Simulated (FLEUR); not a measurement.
# Pt (Im-3m) in FLEUR: further runs, part 2 of 2

FLEUR MaX-R8.1 (later development tree). The steps go on from the part before.

## 3. Equation of state, SCAN, 14.95 Å³/atom (volume scaled by 0.94)

Contents of inp.xml:

```xml
<?xml version="1.0" encoding="UTF-8" standalone="no"?>
<fleurInput fleurInputVersion="0.39">
   <comment>
      Pt                                                                                                  
   </comment>
   <calculationSetup>
      <cutoffs Kmax="4.17" Gmax="12.9" GmaxXC="12.9" numbands="0"/>
      <scfLoop itmax="80" minDistance="0.0001" maxIterBroyd="30" imix="Anderson" alpha="0.05" precondParam="0.0" spinf="2.0" sdNocoIR="T"/>
      <coreElectrons ctail="F" frcor="F" kcrel="0" coretail_lmax="0"/>
      <xcFunctional name="LibXC" relativisticCorrections="F">
         <LibXCName exchange="mgga_x_scan" correlation="mgga_c_scan"/>
         <AuxGGA exchange="117" correlation="130"/>
      </xcFunctional>
      <magnetism jspins="1"/>
      <soc l_soc="F" theta="0.0" phi="0.0" spav="F"/>
      <expertModes spex="0" secvar="F"/>
      <geometryOptimization l_f="F" forcealpha="1.0" forcemix="BFGS" epsdisp="0.00001" epsforce="0.00001"/>
      <ldaU l_linMix="F" mixParam="0.05" spinf="1.0"/>
   </calculationSetup>
   <cell>
      <bzIntegration valenceElectrons="18.0" mode="hist" fermiSmearingEnergy="0.00183747">
         <kPointListSelection listName="default-1"/>
         <!-- k-points included here -->
         <xi:include xmlns:xi="http://www.w3.org/2001/XInclude" href="kpts.xml"> </xi:include>
      </bzIntegration>
      <!-- symmetry operations included here -->
      <xi:include xmlns:xi="http://www.w3.org/2001/XInclude" href="sym.xml"> </xi:include>
      <bulkLattice scale="0.9795861087">
         <bravaisMatrix>
            <row-1>   -2.9937419211138119     2.9937419211138119     2.9937419211138119</row-1>
            <row-2>    2.9937419211138119    -2.9937419211138119     2.9937419211138119</row-2>
            <row-3>    2.9937419211138119     2.9937419211138119    -2.9937419211138119</row-3>
         </bravaisMatrix>
      </bulkLattice>
   </cell>
   <atomSpecies>
      <species name="Platinum (Pt)" element="Pt" atomicNumber="78">
         <mtSphere radius="2.35" gridPoints="793" logIncrement="0.017"/>
         <atomicCutoffs lmax="10" lnonsphr="10"/>
         <electronConfig flipSpins="F">
            <coreConfig>(1s1/2) (2s1/2) (2p1/2) (2p3/2) (3s1/2) (3p1/2) (3p3/2) (4s1/2) (3d3/2) (3d5/2) (4p1/2) (4p3/2) (4d3/2) (4d5/2) (4f5/2) (4f7/2)</coreConfig>
            <valenceConfig>(5s1/2) (5p1/2) (5p3/2) (6s1/2) (5d3/2) (5d5/2)</valenceConfig>
            <stateOccupation state="(6s1/2)" spinUp="0.500000" spinDown="0.500000"/>
            <stateOccupation state="(5d3/2)" spinUp="1.800000" spinDown="1.800000"/>
            <stateOccupation state="(5d5/2)" spinUp="2.700000" spinDown="2.700000"/>
         </electronConfig>
         <energyParameters s="6" p="6" d="5" f="5"/>
         <lo type="SCLO" l="0" n="5" eDeriv="0"/>
         <lo type="SCLO" l="1" n="5" eDeriv="0"/>
         <lo type="SCLO" l="1" n="5" eDeriv="1"/>
         <lo type="SCLO" l="2" n="5" eDeriv="2"/>
         <lo type="SCLO" l="3" n="5" eDeriv="2"/>
      </species>
   </atomSpecies>
   <atomGroups>
      <atomGroup species="Platinum (Pt)">
         <relPos label="                   1">.0000000000 .0000000000 .0000000000</relPos>
         <force calculate="T" relaxXYZ="TTT"/>
      </atomGroup>
   </atomGroups>
   <output dos="F" band="F" slice="F">
      <checks vchk="F" cdinf="F"/>
      <bandDOS minEnergy="-.5*Htr" maxEnergy="0.5*Htr" sigma="0.015" storeEVData="T"/>
      <vacuumDOS vacdos="F" integ="F" star="F" nstars="0" locx1="0.0" locy1="0.0" locx2="0.0" locy2="0.0" nstm="0" tworkf="0.0"/>
      <unfoldingBand unfoldBand="F" supercellX="1" supercellY="1" supercellZ="1"/>
      <plotting iplot="0" polar="F">
         <plot TwoD="T" vec1="  1.0  0.0  0.0" vec2="  0.0  1.0  0.0" vec3="  0.0  0.0  1.0" zero="  0.0  0.0  0.0" file="plot"/>
      </plotting>
      <chargeDensitySlicing numkpt="0" minEigenval="0.0" maxEigenval="0.0" nnne="0" pallst="F"/>
      <specialOutput eonly="F"/>
      <moessbauerParams electricFieldGradient="T" isomerShift="T" coreHyperfine="T" valenceHyperfine="T"/>
      <magneticCircularDichroism mcd="F" energyLo="-10.0" energyUp="0.0"/>
   </output>
  <!-- We include the file relax.xml here to enable relaxations (see documentation) -->
  <xi:include xmlns:xi="http://www.w3.org/2001/XInclude" href="relax.xml"> <xi:fallback/> </xi:include>
</fleurInput>
```

Potentials or basis: all-electron, FLAPW.

On the command line:

```console
inpgen -f crystal.txt -profile fastHighL
# inp.xml edited to the form shown
fleur_MPI
```

Run time: 29 s. Hardware: 1 thread of Intel Xeon Platinum 8488C (Sapphire Rapids), shared host; peak memory 0.08 GiB.

The run converged. Its results:

| Property | Result |
| --- | --- |
| Free energy | -501938.2366 eV |
| Band gap on the k mesh | none (metal or under the smearing width) |
| Valence electrons inside the program's atomic spheres | Pt 16.01 (radii Pt 2.35 bohr) |

Caveat: the meta-GGA is that of a development version, with a GGA for the radial functions and cores and without core tails.

## 4. Equation of state, SCAN, 15.27 Å³/atom (volume scaled by 0.96)

inp.xml, as its differences from that of step 3:

```diff
@@ -27,3 +27,3 @@
       <xi:include xmlns:xi="http://www.w3.org/2001/XInclude" href="sym.xml"> </xi:include>
-      <bulkLattice scale="0.9795861087">
+      <bulkLattice scale="0.9864848297">
          <bravaisMatrix>
```

On the command line:

```console
inpgen -f crystal.txt -profile fastHighL
# inp.xml edited to the form shown
fleur_MPI
```

Run time: 28 s. Hardware: 1 thread of Intel Xeon Platinum 8488C (Sapphire Rapids), shared host; peak memory 0.08 GiB.

The run converged. Its results:

```yaml
Free_energy: -501938.2372 eV
Band_gap_on_the_k_mesh: none (metal or under the smearing width)
Valence_electrons_inside_the_program's_atomic_spheres: Pt 15.98 (radii Pt 2.35 bohr)
```

Caveat: the meta-GGA is that of a development version, with a GGA for the radial functions and cores and without core tails.

## 5. Equation of state, SCAN, 15.90 Å³/atom

inp.xml, as its differences from that of step 4:

```diff
@@ -27,3 +27,3 @@
       <xi:include xmlns:xi="http://www.w3.org/2001/XInclude" href="sym.xml"> </xi:include>
-      <bulkLattice scale="0.9864848297">
+      <bulkLattice scale="1.0000000000">
          <bravaisMatrix>
```

On the command line:

```console
inpgen -f crystal.txt -profile fastHighL
# inp.xml edited to the form shown
fleur_MPI
```

Wall time 29 s (1 thread of Intel Xeon Platinum 8488C (Sapphire Rapids), shared host); peak memory 0.08 GiB.

It converged, with:

| Property | Result |
| --- | --- |
| Free energy | -501938.2065 eV |
| Band gap on the k mesh | none (metal or under the smearing width) |
| Valence electrons inside the program's atomic spheres | Pt 15.92 (radii Pt 2.35 bohr) |

Caveat: the meta-GGA is that of a development version, with a GGA for the radial functions and cores and without core tails.

## 6. Equation of state, SCAN, 16.54 Å³/atom (volume scaled by 1.04)

inp.xml, as its differences from that of step 5:

```diff
@@ -27,3 +27,3 @@
       <xi:include xmlns:xi="http://www.w3.org/2001/XInclude" href="sym.xml"> </xi:include>
-      <bulkLattice scale="1.0000000000">
+      <bulkLattice scale="1.0131594038">
          <bravaisMatrix>
```

Potentials or basis: all-electron, FLAPW.

On the command line:

```console
inpgen -f crystal.txt -profile fastHighL
# inp.xml edited to the form shown
fleur_MPI
```

It took 29 s on 1 thread of Intel Xeon Platinum 8488C (Sapphire Rapids), shared host; peak memory 0.09 GiB.

Results (log left out):

| Property | Result |
| --- | --- |
| Free energy | -501938.1419 eV |
| Band gap on the k mesh | none (metal or under the smearing width) |
| Valence electrons inside the program's atomic spheres | Pt 15.88 (radii Pt 2.35 bohr) |

Caveat: the meta-GGA is that of a development version, with a GGA for the radial functions and cores and without core tails.

## 7. Equation of state, SCAN, 16.86 Å³/atom (volume scaled by 1.06)

inp.xml, as its differences from that of step 6:

```diff
@@ -27,3 +27,3 @@
       <xi:include xmlns:xi="http://www.w3.org/2001/XInclude" href="sym.xml"> </xi:include>
-      <bulkLattice scale="1.0131594038">
+      <bulkLattice scale="1.0196128224">
          <bravaisMatrix>
```

On the command line:

```console
inpgen -f crystal.txt -profile fastHighL
# inp.xml edited to the form shown
fleur_MPI
```

It took 31 s on 1 thread of Intel Xeon Platinum 8488C (Sapphire Rapids), shared host; peak memory 0.09 GiB.

Results (log left out):

```
Free energy                                           : -501938.0992 eV
Band gap on the k mesh                                : none (metal or under the smearing width)
Valence electrons inside the program's atomic spheres : Pt 15.86 (radii Pt 2.35 bohr)
```

Caveat: the meta-GGA is that of a development version, with a GGA for the radial functions and cores and without core tails.

## 8. Equation of state, SCAN

No new run: the results of the series are fitted here.

What came out:

```
Equilibrium volume : 15.12 Å³/atom
Bulk modulus       : 280 GPa
```

Energy against volume, from the lowest point:
| volume (Å³/atom) | energy (meV/atom) |
| --- | --- |
| 14.950 | 0.62 |
| 15.268 | 0.00 |
| 15.904 | 30.70 |
| 16.540 | 95.30 |
| 16.858 | 137.95 |

Caveat: the meta-GGA is that of a development version, with a GGA for the radial functions and cores and without core tails. The run has no spin-orbit coupling, so splittings on Pt are missing.
